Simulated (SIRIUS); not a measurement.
TaN:

```
Ta N
1.0
     0.00000    2.21132    2.21132
     2.21132    0.00000    2.21132
     2.21132    2.21132    0.00000
Ta N
1 1
Direct
  0.50000 0.50000 0.50000
  0.00000 0.00000 0.00000
```

The cell comes from a database or a generator and needn't be the stable form of this composition.

Base run:

| Property | Result |
| --- | --- |
| Program | SIRIUS 7.12.0 |
| Functional | LDA |
| Potentials or basis | PseudoDojo 0.4.1 PBE standard (scalar relativistic) |
| Cutoff | 1152 eV |
| Density cutoff | 4606 eV |
| k mesh | 10 × 10 × 10 |
| Occupations | fermi-dirac, width 0.05 eV |
| Spin | no spin polarisation |

Its results: band gap on the k mesh none (metal or under the smearing width); pressure -14.8 GPa.

Question: The run is repeated on the same cell with these changes: functional from LDA to revPBE; libxc names from ["XC_LDA_X", "XC_LDA_C_PW"] to ["XC_GGA_X_PBE_R", "XC_GGA_C_PBE"]. What comes out?

Answer: Band gap on the k mesh none (metal or under the smearing width); pressure 1.1 GPa.

Caveats: the potentials were made for another functional, which shifts forces and pressure.

Not every run made on this cell is shown here.
